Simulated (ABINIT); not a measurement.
# BaTe (Fm-3m): a self-consistent loop beyond G0W0, cycle by cycle, part 2 of 3

How far does self-consistency move the gap of BaTe (Fm-3m)?

ABINIT 10.8.3; PBE and many-body steps on it, plane waves. Known limits of the many-body steps: not at the basis limit; no spin-orbit coupling; coarse k mesh.

So far. Step 5 (evGW0, cycle 1): Against G0W0 in ABINIT (2×2×2 mesh, 73 bands, screening to 106.1 eV, Godby-Needs plasmon pole), the gap moves by +0.111 eV. This first cycle still uses the starting levels; it takes the full correction, at all points of the mesh, and its linearised value is 2.085 eV. Step 6 (evGW0, cycle 2): Against the cycle before, the gap moves by −0.033 eV.

The database entry behind the starting cell differs from later determinations by our own check (about 0.2 % short), so it need not match the best structure at ambient conditions.

## 7. evGW0, cycle 3

Level of this step: evGW0 on PBE, plane waves, norm-conserving pseudopotentials (ABINIT).

File run.abi:

```
acell 3*1.0 Angstrom
rprim 
  -0.000000000000 3.493000000000 3.493000000000
  3.493000000000 -0.000000000000 3.493000000000
  3.493000000000 3.493000000000 -0.000000000000
ntypat 2
znucl 56 52
natom 2
typat 1 2
xred 
  0.000000000000 0.000000000000 0.000000000000
  0.500000000000 0.500000000000 0.500000000000
pp_dirpath "pseudos"
pseudos "Ba.upf, Te.upf"
ecut 39
ngkpt 2 2 2
nshiftk 1
shiftk 0 0 0
kptopt 1
chksymbreak 0
istwfk *1
occopt 1
irdwfk 1
optdriver 4
nband 73
gwcalctyp 10
ecutsigx 39
symsigma 1
nkptgw 3
kptgw 
  0.0000000000 0.0000000000 0.0000000000
  0.5000000000 0.0000000000 0.0000000000
  0.5000000000 0.5000000000 0.0000000000
bdgw 
  14 21
  14 21
  14 21
ecuteps 3.9
irdscr 1
ppmodel 1
irdqps 1
indata_prefix "in"
outdata_prefix "out"
tmpdata_prefix "tmp"
```

Command:

```
> OMP_NUM_THREADS=1 mpirun -n 4 abinit run.abi > log
```

The log of the run:

```text
.Version 10.8.3 of ABINIT. v10.8.2 released Aug 2026.

 Symmetries : space group Fm -3 m (#225); Bravais cF (face-center cubic)
[... echo of the input left out ...]
== DATASET  1 ==================================================================
-   mpi_nproc: 4, omp_nthreads: 1 (-1 if OMP is not activated)

--- !DatasetInfo
iteration_state: {dtset: 1, }
dimensions: {natom: 2, nkpt: 3, mband: 73, nsppol: 1, nspinor: 1, nspden: 1, mpw: 6735, }
cutoff_energies: {ecut:  39.0, pawecutdg:  -1.0, }
[...]
Convergence of QP corrections
 >>>>> For spin  1 <<<<<
.  kptgw no:  1; Maximum DeltaE = (   0.000   0.000) for band index:  1
.  kptgw no:  2; Maximum DeltaE = (   0.000   0.000) for band index:  1
.  kptgw no:  3; Maximum DeltaE = (  -0.003   0.000) for band index:  1

== END DATASET(S) ==============================================================
================================================================================

 -outvars: echo values of variables after computation  --------
           etotal      0.0000000000E+00
            nband          73
             nkpt           3
          spgroup         225
 [... the other variables as echoed above ...]

 Calculation completed.
```

The job ended after 8.8 s (4 MPI ranks of Arm Neoverse V1, shared host; peak memory 0.9 GiB).

This step gave:

| Item | Value |
| --- | --- |
| quasiparticle gap on the points computed | 2.168 eV |
| gap of the density functional on the mesh | 1.593 eV |
| k of the valence top | 0, 0, 0 |
| k of the conduction bottom | 0.5, 0.5, 0 |
| least direct quasiparticle gap on the computed points | 2.608 eV |

Against the cycle before, the gap moves by +0.005 eV.

## 8. Screening, 2×2×2 mesh, 73 bands, screening to 106.1 eV

This step: RPA screening on PBE, plane waves, norm-conserving pseudopotentials.

Changes to run.abi since step 7:

```diff
@@ -23,20 +23,13 @@
 irdwfk 1
-optdriver 4
+optdriver 3
 nband 73
+ecuteps 3.9
+inclvkb 2
+awtr 1
+symchi 1
 gwcalctyp 10
-ecutsigx 39
-symsigma 1
-nkptgw 3
-kptgw 
-  0.0000000000 0.0000000000 0.0000000000
-  0.5000000000 0.0000000000 0.0000000000
-  0.5000000000 0.5000000000 0.0000000000
-bdgw 
-  14 21
-  14 21
-  14 21
-ecuteps 3.9
-irdscr 1
-ppmodel 1
-irdqps 1
+mbpt_sciss 0.737 eV
+nqptdm 1
+qptdm 
+  0 0 0
 indata_prefix "in"
```

The log of the run:

```text
.Version 10.8.3 of ABINIT. v10.8.2 released Aug 2026.

 Symmetries : space group Fm -3 m (#225); Bravais cF (face-center cubic)
[... echo of the input left out ...]
== DATASET  1 ==================================================================
-   mpi_nproc: 4, omp_nthreads: 1 (-1 if OMP is not activated)

--- !DatasetInfo
iteration_state: {dtset: 1, }
dimensions: {natom: 2, nkpt: 3, mband: 73, nsppol: 1, nspinor: 1, nspden: 1, mpw: 6735, }
cutoff_energies: {ecut:  39.0, pawecutdg:  -1.0, }
electrons: {nelect:   3.40000000E+01, charge:   0.00000000E+00, occopt:   1.00000000E+00, tsmear:   1.00000000E-02, }

 SCREENING: Calculation of the susceptibility and dielectric matrices

 Based on a program developped by R.W. Godby, V. Olevano, G. Onida, and L. Reining.
 Incorporated in ABINIT by V. Olevano, G.-M. Rignanese, and M. Torrent.
.Using double precision arithmetic ; gwpc =  8

[... cell and pseudopotentials left out ...]
--------------------------------------------------------------------------------

 ==== K-mesh for the wavefunctions ====
 Number of points in the irreducible wedge :     3
[... list of points left out ...]
 Together with 48 symmetry operations and time-reversal symmetry
 yields     8 points in the full Brillouin Zone.

 ==== Q-mesh for the screening function ====
 Number of points in the irreducible wedge :     3
[... list of points left out ...]
 Together with 48 symmetry operations and time-reversal symmetry
 yields     8 points in the full Brillouin Zone.

 setmesh: FFT mesh size selected  =    36x   36x   36
          total number of points  =        46656

 vcoul_init : cutoff-mode = AUXILIARY_FUNCTION
 q-points for optical limit:   1
     1)      0.000010    0.000020    0.000030

 Dielectric matrix will be calculated only for some
 selected q points provided by the user through the input variables
 nqptdm and qptdm

- screening: taking advantage of time-reversal symmetry
- Maximum band index for partially occupied states nbvw = 17
- Remaining bands to be divided among processors   nbcw = 56
- Number of bands treated by each node ~14

 rdqps: reading QP wavefunctions of the previous step
        looking for file in_QPS
 file not found, 1st iteration initialized with KS eigenelements

 screening : performing a first self-consistency
 update of the energies in W by a scissor operator
 applying a scissor operator of [eV] :   0.737

 Number of electrons calculated from density =   34.0000; Expected =   34.0000
 average of density, n =  0.059109
 r_s =    1.5925
 omega_plasma =   23.4522 [eV]

 calculating chi0 at frequencies [eV] :
  1    0.000000E+00    0.000000E+00
  2    0.000000E+00    2.345222E+01

--------------------------------------------------------------------------------
  q-point number  1        q = ( 0.000000, 0.000000, 0.000000) [r.l.u.]
--------------------------------------------------------------------------------
[... chi0 elements left out ...]
 For q-point:  0.000010 0.000020 0.000030
  dielectric constant =   9.2243
  dielectric constant without local fields =  10.9086

  Average fulfillment of the sum rule on Im[epsilon] for q-point    1 :     48.77  [%]
[... wings left out ...]
== END DATASET(S) ==============================================================
================================================================================

 -outvars: echo values of variables after computation  --------
           etotal      0.0000000000E+00
            nband          73
             nkpt           3
          spgroup         225
 [... the other variables as echoed above ...]

 Calculation completed.
```

The job ended after 6.5 s (4 MPI ranks; peak memory 0.75 GiB; 26 s of CPU time).

This step gave:

- ε∞ with local fields, on this mesh, along the program's q direction: 9.224
- the same without local fields: 10.91
- plasma frequency: 23.45 eV
- plane waves in the screening matrix: 181

This screening uses the functional's bands under a rigid shift, the mean opening of the cycle before.

## 9. Screening, 2×2×2 mesh, 73 bands, screening to 106.1 eV

This step: RPA screening on PBE from quasiparticle energies, plane waves, norm-conserving pseudopotentials.

Changes to run.abi since step 8:

```diff
@@ -29,7 +29,8 @@
 symchi 1
+irdqps 1
 gwcalctyp 10
-mbpt_sciss 0.737 eV
-nqptdm 1
+nqptdm 2
 qptdm 
-  0 0 0
+  0.5000000000 0.0000000000 0.0000000000
+  0.5000000000 0.5000000000 0.0000000000
 indata_prefix "in"
```

File mrgscr.stdin:

```
2
merged
q0_SCR
out_SCR
1
```

Command:

```
> OMP_NUM_THREADS=1 mpirun -n 4 abinit run.abi > log; mrgscr < mrgscr.stdin
```

The log of the run:

```text
.Version 10.8.3 of ABINIT. v10.8.2 released Aug 2026.

 Symmetries : space group Fm -3 m (#225); Bravais cF (face-center cubic)
[... echo of the input left out ...]
== DATASET  1 ==================================================================
-   mpi_nproc: 4, omp_nthreads: 1 (-1 if OMP is not activated)

--- !DatasetInfo
iteration_state: {dtset: 1, }
dimensions: {natom: 2, nkpt: 3, mband: 73, nsppol: 1, nspinor: 1, nspden: 1, mpw: 6735, }
cutoff_energies: {ecut:  39.0, pawecutdg:  -1.0, }
[...]
q-point number  2        q = ( 0.500000, 0.500000, 0.000000) [r.l.u.]
--------------------------------------------------------------------------------
[... chi0 elements left out ...]
  Average fulfillment of the sum rule on Im[epsilon] for q-point    3 :     55.16  [%]

== END DATASET(S) ==============================================================
================================================================================

 -outvars: echo values of variables after computation  --------
           etotal      0.0000000000E+00
            nband          73
             nkpt           3
          spgroup         225
 [... the other variables as echoed above ...]

 Calculation completed.
```

It took 4.7 s on 4 MPI ranks; peak memory 0.63 GiB.

This step gave:

```
plasma frequency                    : 23.45 eV
plane waves in the screening matrix : 181
```

This screening reads the quasiparticle levels of the cycle before.

## 10. evGW, cycle 1

This step: evGW on PBE, plane waves, norm-conserving pseudopotentials.

Changes to run.abi since step 9:

```diff
@@ -23,14 +23,20 @@
 irdwfk 1
-optdriver 3
+optdriver 4
 nband 73
-ecuteps 3.9
-inclvkb 2
-awtr 1
-symchi 1
-irdqps 1
 gwcalctyp 10
-nqptdm 2
-qptdm 
+ecutsigx 39
+symsigma 1
+nkptgw 3
+kptgw 
+  0.0000000000 0.0000000000 0.0000000000
   0.5000000000 0.0000000000 0.0000000000
   0.5000000000 0.5000000000 0.0000000000
+bdgw 
+  14 21
+  14 21
+  14 21
+ecuteps 3.9
+irdscr 1
+ppmodel 1
+irdqps 1
 indata_prefix "in"
```

Command:

```
> OMP_NUM_THREADS=1 mpirun -n 4 abinit run.abi > log
```

The log of the run:

```text
.Version 10.8.3 of ABINIT. v10.8.2 released Aug 2026.

 Symmetries : space group Fm -3 m (#225); Bravais cF (face-center cubic)
[... echo of the input left out ...]
== DATASET  1 ==================================================================
-   mpi_nproc: 4, omp_nthreads: 1 (-1 if OMP is not activated)

--- !DatasetInfo
iteration_state: {dtset: 1, }
dimensions: {natom: 2, nkpt: 3, mband: 73, nsppol: 1, nspinor: 1, nspden: 1, mpw: 6735, }
cutoff_energies: {ecut:  39.0, pawecutdg:  -1.0, }
[...]
Convergence of QP corrections
 >>>>> For spin  1 <<<<<
.  kptgw no:  1; Maximum DeltaE = (   0.000   0.000) for band index:  1
.  kptgw no:  2; Maximum DeltaE = (   0.000   0.000) for band index:  1
.  kptgw no:  3; Maximum DeltaE = (  -0.041   0.000) for band index:  1

== END DATASET(S) ==============================================================
================================================================================

 -outvars: echo values of variables after computation  --------
           etotal      0.0000000000E+00
            nband          73
             nkpt           3
          spgroup         225
 [... the other variables as echoed above ...]

 Calculation completed.
```

Wall time 8.8 s (4 MPI ranks); peak memory 0.9 GiB; 35 s of CPU time.

Numbers from this step:

| Item | Value |
| --- | --- |
| quasiparticle gap on the points computed | 2.288 eV |
| gap of the density functional on the mesh | 1.593 eV |
| k of the valence top | 0, 0, 0 |
| k of the conduction bottom | 0.5, 0.5, 0 |
| least direct quasiparticle gap on the computed points | 2.726 eV |

Against G0W0 in ABINIT (2×2×2 mesh, 73 bands, screening to 106.1 eV, Godby-Needs plasmon pole), the gap moves by +0.203 eV.

## 11. Screening, 2×2×2 mesh, 73 bands, screening to 106.1 eV

This step: RPA screening on PBE, plane waves, norm-conserving pseudopotentials.

Changes to run.abi since step 10:

```diff
@@ -23,20 +23,13 @@
 irdwfk 1
-optdriver 4
+optdriver 3
 nband 73
+ecuteps 3.9
+inclvkb 2
+awtr 1
+symchi 1
 gwcalctyp 10
-ecutsigx 39
-symsigma 1
-nkptgw 3
-kptgw 
-  0.0000000000 0.0000000000 0.0000000000
-  0.5000000000 0.0000000000 0.0000000000
-  0.5000000000 0.5000000000 0.0000000000
-bdgw 
-  14 21
-  14 21
-  14 21
-ecuteps 3.9
-irdscr 1
-ppmodel 1
-irdqps 1
+mbpt_sciss 0.850 eV
+nqptdm 1
+qptdm 
+  0 0 0
 indata_prefix "in"
```

The log of the run:

```text
.Version 10.8.3 of ABINIT. v10.8.2 released Aug 2026.

 Symmetries : space group Fm -3 m (#225); Bravais cF (face-center cubic)
[... echo of the input left out ...]
== DATASET  1 ==================================================================
-   mpi_nproc: 4, omp_nthreads: 1 (-1 if OMP is not activated)

--- !DatasetInfo
iteration_state: {dtset: 1, }
dimensions: {natom: 2, nkpt: 3, mband: 73, nsppol: 1, nspinor: 1, nspden: 1, mpw: 6735, }
cutoff_energies: {ecut:  39.0, pawecutdg:  -1.0, }
[...]
[... chi0 elements left out ...]
 For q-point:  0.000010 0.000020 0.000030
  dielectric constant =   9.0154
  dielectric constant without local fields =  10.6303

  Average fulfillment of the sum rule on Im[epsilon] for q-point    1 :     48.97  [%]
[... wings left out ...]
== END DATASET(S) ==============================================================
================================================================================

 -outvars: echo values of variables after computation  --------
           etotal      0.0000000000E+00
            nband          73
             nkpt           3
          spgroup         225
 [... the other variables as echoed above ...]

 Calculation completed.
```

The job ended after 6.5 s (4 MPI ranks; peak memory 0.75 GiB; 26 s of CPU time).

Numbers from this step:

* ε∞ with local fields, on this mesh, along the program's q direction: 9.015
* the same without local fields: 10.63
* plasma frequency: 23.45 eV
* plane waves in the screening matrix: 181

This screening uses the functional's bands under a rigid shift, the mean opening of the cycle before.

## 12. Screening, 2×2×2 mesh, 73 bands, screening to 106.1 eV

This step: RPA screening on PBE from quasiparticle energies, plane waves, norm-conserving pseudopotentials.

Changes to run.abi since step 11:

```diff
@@ -29,7 +29,8 @@
 symchi 1
+irdqps 1
 gwcalctyp 10
-mbpt_sciss 0.850 eV
-nqptdm 1
+nqptdm 2
 qptdm 
-  0 0 0
+  0.5000000000 0.0000000000 0.0000000000
+  0.5000000000 0.5000000000 0.0000000000
 indata_prefix "in"
```

mrgscr.stdin is that of step 9.

Command:

```
> OMP_NUM_THREADS=1 mpirun -n 4 abinit run.abi > log; mrgscr < mrgscr.stdin
```

The log of the run:

```text
.Version 10.8.3 of ABINIT. v10.8.2 released Aug 2026.

 Symmetries : space group Fm -3 m (#225); Bravais cF (face-center cubic)
[... echo of the input left out ...]
== DATASET  1 ==================================================================
-   mpi_nproc: 4, omp_nthreads: 1 (-1 if OMP is not activated)

--- !DatasetInfo
iteration_state: {dtset: 1, }
dimensions: {natom: 2, nkpt: 3, mband: 73, nsppol: 1, nspinor: 1, nspden: 1, mpw: 6735, }
cutoff_energies: {ecut:  39.0, pawecutdg:  -1.0, }
[...]
q-point number  2        q = ( 0.500000, 0.500000, 0.000000) [r.l.u.]
--------------------------------------------------------------------------------
[... chi0 elements left out ...]
  Average fulfillment of the sum rule on Im[epsilon] for q-point    3 :     55.34  [%]

== END DATASET(S) ==============================================================
================================================================================

 -outvars: echo values of variables after computation  --------
           etotal      0.0000000000E+00
            nband          73
             nkpt           3
          spgroup         225
 [... the other variables as echoed above ...]

 Calculation completed.
```

Elapsed: 4.8 s, on 4 MPI ranks; peak memory 0.62 GiB; 19 s of CPU time.

Numbers from this step:

```
plasma frequency                    : 23.45 eV
plane waves in the screening matrix : 181
```

This screening reads the quasiparticle levels of the cycle before.

## 13. evGW, cycle 2

This step: evGW on PBE, plane waves, norm-conserving pseudopotentials.

Changes to run.abi since step 12:

```diff
@@ -23,14 +23,20 @@
 irdwfk 1
-optdriver 3
+optdriver 4
 nband 73
-ecuteps 3.9
-inclvkb 2
-awtr 1
-symchi 1
-irdqps 1
 gwcalctyp 10
-nqptdm 2
-qptdm 
+ecutsigx 39
+symsigma 1
+nkptgw 3
+kptgw 
+  0.0000000000 0.0000000000 0.0000000000
   0.5000000000 0.0000000000 0.0000000000
   0.5000000000 0.5000000000 0.0000000000
+bdgw 
+  14 21
+  14 21
+  14 21
+ecuteps 3.9
+irdscr 1
+ppmodel 1
+irdqps 1
 indata_prefix "in"
```

Command:

```
> OMP_NUM_THREADS=1 mpirun -n 4 abinit run.abi > log
```

The log of the run:

```text
.Version 10.8.3 of ABINIT. v10.8.2 released Aug 2026.

 Symmetries : space group Fm -3 m (#225); Bravais cF (face-center cubic)
[... echo of the input left out ...]
== DATASET  1 ==================================================================
-   mpi_nproc: 4, omp_nthreads: 1 (-1 if OMP is not activated)

--- !DatasetInfo
iteration_state: {dtset: 1, }
dimensions: {natom: 2, nkpt: 3, mband: 73, nsppol: 1, nspinor: 1, nspden: 1, mpw: 6735, }
cutoff_energies: {ecut:  39.0, pawecutdg:  -1.0, }
[...]
Convergence of QP corrections
 >>>>> For spin  1 <<<<<
.  kptgw no:  1; Maximum DeltaE = (   0.000   0.000) for band index:  1
.  kptgw no:  2; Maximum DeltaE = (   0.000   0.000) for band index:  1
.  kptgw no:  3; Maximum DeltaE = (  -0.006   0.000) for band index:  1

== END DATASET(S) ==============================================================
================================================================================

 -outvars: echo values of variables after computation  --------
           etotal      0.0000000000E+00
            nband          73
             nkpt           3
          spgroup         225
 [... the other variables as echoed above ...]

 Calculation completed.
```

The job ended after 8.7 s (4 MPI ranks; peak memory 0.9 GiB).

Numbers from this step:

| Property | Result |
| --- | --- |
| quasiparticle gap on the points computed | 2.3 eV |
| gap of the density functional on the mesh | 1.593 eV |
| k of the valence top | 0, 0, 0 |
| k of the conduction bottom | 0.5, 0.5, 0 |
| least direct quasiparticle gap on the computed points | 2.739 eV |

Against the cycle before, the gap moves by +0.012 eV.

## 14. Screening, 2×2×2 mesh, 73 bands, screening to 106.1 eV

This step: RPA screening on PBE, plane waves, norm-conserving pseudopotentials.

Changes to run.abi since step 13:

```diff
@@ -23,20 +23,13 @@
 irdwfk 1
-optdriver 4
+optdriver 3
 nband 73
+ecuteps 3.9
+inclvkb 2
+awtr 1
+symchi 1
 gwcalctyp 10
-ecutsigx 39
-symsigma 1
-nkptgw 3
-kptgw 
-  0.0000000000 0.0000000000 0.0000000000
-  0.5000000000 0.0000000000 0.0000000000
-  0.5000000000 0.5000000000 0.0000000000
-bdgw 
-  14 21
-  14 21
-  14 21
-ecuteps 3.9
-irdscr 1
-ppmodel 1
-irdqps 1
+mbpt_sciss 0.862 eV
+nqptdm 1
+qptdm 
+  0 0 0
 indata_prefix "in"
```

The log of the run:

```text
.Version 10.8.3 of ABINIT. v10.8.2 released Aug 2026.

 Symmetries : space group Fm -3 m (#225); Bravais cF (face-center cubic)
[... echo of the input left out ...]
== DATASET  1 ==================================================================
-   mpi_nproc: 4, omp_nthreads: 1 (-1 if OMP is not activated)

--- !DatasetInfo
iteration_state: {dtset: 1, }
dimensions: {natom: 2, nkpt: 3, mband: 73, nsppol: 1, nspinor: 1, nspden: 1, mpw: 6735, }
cutoff_energies: {ecut:  39.0, pawecutdg:  -1.0, }
[...]
[... chi0 elements left out ...]
 For q-point:  0.000010 0.000020 0.000030
  dielectric constant =   8.9940
  dielectric constant without local fields =  10.6018

  Average fulfillment of the sum rule on Im[epsilon] for q-point    1 :     48.99  [%]
[... wings left out ...]
== END DATASET(S) ==============================================================
================================================================================

 -outvars: echo values of variables after computation  --------
           etotal      0.0000000000E+00
            nband          73
             nkpt           3
          spgroup         225
 [... the other variables as echoed above ...]

 Calculation completed.
```

The job ended after 6.6 s (4 MPI ranks; peak memory 0.75 GiB).

This step gave:

```
ε∞ with local fields, on this mesh, along the program's q direction : 8.994
the same without local fields                                       : 10.60
plasma frequency                                                    : 23.45 eV
plane waves in the screening matrix                                 : 181
```

This screening uses the functional's bands under a rigid shift, the mean opening of the cycle before.

(Part 2 of 3 ends here.)

[Paths, hosts, dates, memory and timing lines, banners, echoed tables and standing remarks are left out of the program output.]

[Logs are printed without paths, hosts, clocks, repeated set-up lines and the standing remarks that a program may print on its own settings, such as how far it seeks lower states.]

[Runs of the session that timed out or met a known fault of the program may be left out.]

[Hosts, paths, dates, database ids (printed as entryN), source tags and the programs' standing remarks are cut or masked in the printed files.]

[G0W0 gaps are taken among the corrected bands and points alone; a level outside them can change the order at an edge.]

[Where Ansatz stands beside ABINIT at settings called matched, ABINIT's density can come from a denser mesh and the files from another edition; pairs whose starting gaps differed by over 0.03 eV were left out, so agreement reads better than it is.]
